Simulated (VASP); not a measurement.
# Ag (Fm-3m) in VASP: settings compared, part 2 of 2

VASP 6.6.1. Earlier steps stand in the parts before.

## (3) Relaxation of cell and atoms, LDA

This run uses another cell than the first one, of 17.05 Å³/atom, 1.011 times its volume.

File INCAR:

```
SYSTEM = Ag
PREC = Accurate
ENCUT = 600
EDIFF = 1E-6
ISMEAR = 1
SIGMA = 0.1
LREAL = .False.
LASPH = .True.
NELM = 80
ALGO = Normal
ISIF = 3
LWAVE = .False.
LCHARG = .False.
IBRION = 2
NSW = 90
EDIFFG = -0.01
```

File KPOINTS:

```
regular mesh
0
Gamma
  18 18 18
  0 0 0
```

File POSCAR:

```
Ag
1.0
    0.0000000000      2.0427500000      2.0427500000
    2.0427500000      0.0000000000      2.0427500000
    2.0427500000      2.0427500000      0.0000000000
Ag
1
Direct
    0.0000000000      0.0000000000      0.0000000000
```

Potentials or basis: VASP PAW LDA potentials, release 64 (Ag).

Command:

```sh
$ cat potpaw_LDA.64/Ag/POTCAR > POTCAR
$ mpirun -np 1 vasp_std > vasp.out
```

OUTCAR:

```text
SYSTEM = Ag
   PREC = Accurate
   ENCUT = 600
   EDIFF = 1E-6
   ISMEAR = 1
   LREAL = .False.
   LASPH = .True.
   NELM = 80
   ISIF = 3
   IBRION = 2
   NSW = 90
   EDIFFG = -0.01

 ion  position               nearest neighbor table
   1  0.000  0.000  0.000-

  LATTYP: Found a face centered cubic cell.
 ALAT       =     4.0855000000

  Lattice vectors:

 A1 = (   0.0000000000,   2.0427500000,   2.0427500000)
 A2 = (   2.0427500000,   0.0000000000,   2.0427500000)
 A3 = (   2.0427500000,   2.0427500000,   0.0000000000)

Analysis of symmetry for initial positions (statically):
=====================================================================
 Subroutine PRICEL returns:
 Original cell was already a primitive cell.

 Routine SETGRP: Setting up the symmetry group for a
 face centered cubic supercell.

 Subroutine GETGRP returns: Found 48 space group operations
 (whereof 48 operations were pure point group operations)
 out of a pool of 48 trial point group operations.

The static configuration has the point symmetry O_h .

Analysis of symmetry for dynamics (positions and initial velocities):
=====================================================================
 Subroutine PRICEL returns:
 Original cell was already a primitive cell.

 Routine SETGRP: Setting up the symmetry group for a
 face centered cubic supercell.

 Subroutine GETGRP returns: Found 48 space group operations
 (whereof 48 operations were pure point group operations)
 out of a pool of 48 trial point group operations.

The dynamic configuration has the point symmetry O_h .

 Subroutine INISYM returns: Found 48 space group operations
 (whereof 48 operations are pure point group operations),
 and found     1 'primitive' translations

----------------------------------------------------------------------------------------

                                     Primitive cell

  volume of cell :      17.0481

  direct lattice vectors                    reciprocal lattice vectors
     0.000000000  2.042750000  2.042750000    -0.244768082  0.244768082  0.244768082
     2.042750000  0.000000000  2.042750000     0.244768082 -0.244768082  0.244768082
     2.042750000  2.042750000  0.000000000     0.244768082  0.244768082 -0.244768082

  length of vectors
     2.888884755  2.888884755  2.888884755     0.423950755  0.423950755  0.423950755

  position of ions in fractional coordinates (direct lattice)
     0.000000000  0.000000000  0.000000000

  ion indices of the primitive-cell ions
   primitive index   ion index
                 1           1

----------------------------------------------------------------------------------------

 KPOINTS: regular mesh

Automatic generation of k-mesh.
 Grid dimensions read from file:
 generate k-points for:   18   18   18

 Generating k-lattice:

  Cartesian coordinates                     Fractional coordinates (reciprocal lattice)
    -0.013598227  0.013598227  0.013598227     0.055555556  0.000000000  0.000000000
     0.013598227 -0.013598227  0.013598227     0.000000000  0.055555556  0.000000000
     0.013598227  0.013598227 -0.013598227     0.000000000  0.000000000  0.055555556

[... 45 lines left out ...]
   NGXF,Y,Z  is equivalent  to a cutoff of  27.62, 27.62, 27.62 a.u.
 SYSTEM =  Ag
   PREC   = accura    normal or accurate (medium, high low for compatibility)
   ISTART =      0    job   : 0-new  1-cont  2-samecut
   ICHARG =      2    charge: 1-file 2-atom 10-const
   ISPIN  =      1    spin polarized calculation?
   LNONCOLLINEAR =      F non collinear calculations
   LSORBIT =      F    spin-orbit coupling
   LASPH  =      T    aspherical Exc in radial PAW
   ENCUT  =  600.0 eV  44.10 Ry    6.64 a.u.   5.77  5.77  5.77*2*pi/ulx,y,z
   NELM   =     80;   NELMIN=  2; NELMDL= -5     # of ELM steps
   EDIFF  = 0.1E-05   stopping-criterion for ELM
   LREAL  =      F    real-space projection
   EDIFFG = -.1E-01   stopping-criterion for IOM
   NSW    =     90    number of steps for IOM
   IBRION =      2    ionic relax: 0-MD 1-quasi-New 2-CG
   NFREE  =      1    steps in history (QN), initial steepest desc. (CG)
   ISIF   =      3    stress and relaxation
   ISYM   =      2    0-nonsym 1-usesym 2-fastsym
   POTIM  = 0.5000    time-step for ionic-motion
   TEBEG  =    0.0;   TEEND  =   0.0 temperature during run
   PSTRESS=    0.0 pullay stress
   NELECT =      11.0000    total number of electrons
   NUPDOWN=      -1.0000    fix difference up-down
   EMIN   =  10.00;   EMAX   =-10.00  energy-range for DOS
   EFERMI =   0.00;   METHOD = LEGACY
   ISMEAR =     1;   SIGMA  =   0.10  broadening in eV -4-tet -1-fermi 0-gaus
   EFERMI_NEDOS =   21; number of points for ismear=-14 and -15
   IALGO  =     38    algorithm
   IMIX   =      4    mixing-type and parameters
     AMIX     =   0.40;   BMIX     =  1.00
     AMIX_MAG =   1.60;   BMIX_MAG =  1.00
  volume/ion in A,a.u.               =      17.05       115.05
  Fermi-wavevector in a.u.,A,eV,Ry     =   1.414644  2.673290 27.228221  2.001218
  Thomas-Fermi vector in A             =   2.536165
   LORBIT       =      0    0 simple, 1 ext, 2 COOP (PROOUT), +10 PAW based schemes
   GGA     = CA    functional components
   LHFCALC =     F    Hartree Fock is set to
   AEXX    =    0.0000 exact exchange contribution
   IVDW    =     0    specifies the selected vdW correction
   LEPSILON=     F    determine dielectric tensor
   LRPA    =     F    only Hartree local field effects (RPA)
 conjugate gradient relaxation of ions
 non-spin polarized calculation
 Methfessel and Paxton  Order N= 1 SIGMA  =   0.10
  energy-cutoff  :      600.00
  volume of cell :       17.05
 maximum number of plane-waves:       588
   NGX = 11   NGY = 11   NGZ = 11

--------------------------------------- Ionic step        1  -------------------------------------------

 number of electron      10.9999999 magnetization

 Free energy of the ion-electron system (eV)
  ---------------------------------------------------
  ext. energy  EPLUGINS =         0.00000000
  ---------------------------------------------------
  free energy    TOTEN  =        -3.76043982 eV

  energy without entropy =       -3.76029200  energy(sigma->0) =       -3.76039055

------------------------ aborting loop because EDIFF is reached ----------------------------------------

  FORCE on cell =-STRESS in cart. coord.  units (eV):
  Direction    XX          YY          ZZ          XY          YZ          ZX
  --------------------------------------------------------------------------------------
  -------------------------------------------------------------------------------------
  Total       -0.7609017     -0.7609017     -0.7609017      0.0000000      0.0000000     -0.0000000
  in kB      -71.5094607    -71.5094607    -71.5094607      0.0000000      0.0000000     -0.0000000
  external PRESSURE =     -71.5094607 kB  Pullay stress =       0.0000000 kB
[... 57 lines left out ...]
--------------------------------------- Ionic step        3  -------------------------------------------

 number of electron      11.0000002 magnetization

 Free energy of the ion-electron system (eV)
  ---------------------------------------------------
  ext. energy  EPLUGINS =         0.00000000
  ---------------------------------------------------
  free energy    TOTEN  =        -3.78447507 eV

  energy without entropy =       -3.78431769  energy(sigma->0) =       -3.78442261

 E-fermi :   8.9881     XC(G=0): -12.9428

 val. band max:        8.9679363373   @ k =   0.5000   0.2778   0.1111
 cond. band min:       9.1626634326   @ k =   0.5000   0.1111   0.0000
 fundamental gap:      0.1947270953
 Fermi energy:         8.9880873731

 k-point     1 :       0.0000    0.0000    0.0000
  band No.  band energies     occupation
      1       0.7435      2.00000
      2       4.0266      2.00000
      3       4.0266      2.00000
      4       4.0266      2.00000
      5       5.2000      2.00000
      6       5.2000      2.00000
      7      25.1618      0.00000
      8      29.0293      0.00000
      9      29.0293      0.00000
[... 265 lines left out ...]
 k-point    24 :      -0.2222    0.0556    0.0000
  band No.  band energies     occupation
      1       2.2441      2.00000
      2       4.0001      2.00000
      3       4.3012      2.00000
      4       4.3080      2.00000
      5       5.1392      2.00000
      6       5.5434      2.00000
      7      21.0412      0.00000
      8      25.5913      0.00000
      9      28.2229      0.00000

 [... further k-points ...]

------------------------ aborting loop because EDIFF is reached ----------------------------------------

  FORCE on cell =-STRESS in cart. coord.  units (eV):
  Direction    XX          YY          ZZ          XY          YZ          ZX
  --------------------------------------------------------------------------------------
  -------------------------------------------------------------------------------------
  Total       -0.0063805     -0.0063805     -0.0063805      0.0000000      0.0000000      0.0000000
  in kB       -0.6369883     -0.6369883     -0.6369883      0.0000000      0.0000000      0.0000000
  external PRESSURE =      -0.6369883 kB  Pullay stress =       0.0000000 kB
[... 16 lines left out ...]
  FREE ENERGIE OF THE ION-ELECTRON SYSTEM (eV)
  ---------------------------------------------------
  free  energy   TOTEN  =        -3.7844750725 eV

  energy  without entropy=       -3.7843176860  energy(sigma->0) =       -3.78442261

 reached required accuracy - stopping structural energy minimisation
```

CONTCAR:

```text
Ag
   1.00000000000000
     0.0000000000000000    2.0020128830044741    2.0020128830044741
     2.0020128830044741    0.0000000000000000    2.0020128830044741
     2.0020128830044741    2.0020128830044741    0.0000000000000000
  Ag
     1
Direct
     0.0000000000000000    0.0000000000000000    0.0000000000000000

  0.00000000E+00  0.00000000E+00  0.00000000E+00
```

Run time: 33 s. Hardware: 1 thread of Intel Xeon Platinum 8488C (Sapphire Rapids), shared host; peak memory 0.16 GiB.

What came out:

* Free energy: -3.7845 eV
* Relaxed volume: 16.05 Å³/atom
* Relaxed cell: a = 2.831 Å, b = 2.831 Å, c = 2.831 Å, α = 60.00°, β = 60.00°, γ = 60.00°
* Space group after relaxing (to 0.05 Å): Fm-3m (No. 225)
* Energy gained by relaxing: 24.0 meV/atom
* Ionic steps: 3
* Pressure after relaxing: -0.1 GPa
* Band gap on the k mesh: none (metal or under the smearing width)

The path:
| step | energy change (eV) | largest force (eV/Å) | pressure (GPa) | volume (Å³) |
| --- | --- | --- | --- | --- |
| 1 | 0.0000 | 0.0000 | -7.15 | 17.05 |
| 2 | -0.0045 | 0.0000 | 8.26 | 15.24 |
| 3 | -0.0240 | 0.0000 | -0.06 | 16.05 |

Final structure:
```cif
data_structure
_symmetry_space_group_name_H-M 'P 1'
_symmetry_Int_Tables_number 1
_cell_length_a 2.8313
_cell_length_b 2.8313
_cell_length_c 2.8313
_cell_angle_alpha 60.000
_cell_angle_beta 60.000
_cell_angle_gamma 60.000
_cell_volume 16.05
loop_
_atom_site_label
_atom_site_type_symbol
_atom_site_fract_x
_atom_site_fract_y
_atom_site_fract_z
_atom_site_occupancy
Ag1 Ag 0.00000 0.00000 0.00000 1
```

LDA usually gives volumes a few per cent too small. Zero-point motion and thermal expansion aren't in these numbers.

## (4) Relaxation of cell and atoms, LDA

This run uses another cell than the first one, of 16.05 Å³/atom, 0.952 times its volume.

INCAR, as its differences from that of step 3:

```diff
@@ -3,3 +3,3 @@
 ENCUT = 600
-EDIFF = 1E-6
+EDIFF = 1E-7
 ISMEAR = 1
@@ -15,2 +15,2 @@
 NSW = 90
-EDIFFG = -0.01
+EDIFFG = -0.005
```

KPOINTS is that of step 3.

File POSCAR:

```
Ag                                      
1.0
    0.0000000000      2.0020128830      2.0020128830
    2.0020128830      0.0000000000      2.0020128830
    2.0020128830      2.0020128830      0.0000000000
  Ag            
     1
Direct
     0.0000000000000000    0.0000000000000000    0.0000000000000000
```

Command:

```sh
$ cat potpaw_LDA.64/Ag/POTCAR > POTCAR
$ mpirun -np 1 vasp_std > vasp.out
```

Wall time 20 s (1 thread of Intel Xeon Platinum 8488C (Sapphire Rapids), shared host); peak memory 0.15 GiB.

The run converged. Its results:

- Free energy: -3.7840 eV
- Relaxed volume: 16.04 Å³/atom
- Relaxed cell: a = 2.831 Å, b = 2.831 Å, c = 2.831 Å, α = 60.00°, β = 60.00°, γ = 60.00°
- Space group after relaxing (to 0.05 Å): Fm-3m (No. 225)
- Energy gained by relaxing: 0.0 meV/atom
- Ionic steps: 3
- Pressure after relaxing: 0.0 GPa
- Band gap on the k mesh: none (metal or under the smearing width)

Final structure:
```
Ag
1.0
     0.00000    2.00156    2.00156
     2.00156    0.00000    2.00156
     2.00156    2.00156    0.00000
Ag
1
Direct
  0.00000 0.00000 0.00000
```

Levels at points of the mesh, in eV from the Fermi level:
```
           k point  band 4  band 5  band 6  band 7  band 8  band 9
(0.00, 0.00, 0.00)   -4.96   -3.79   -3.79   16.17   20.05   20.05
(0.50, 0.00, 0.00)   -2.89   -2.89   -0.57    3.97   15.44   18.40
(0.50, 0.50, 0.00)   -2.66   -2.66    1.52    7.25   10.91   10.91
```
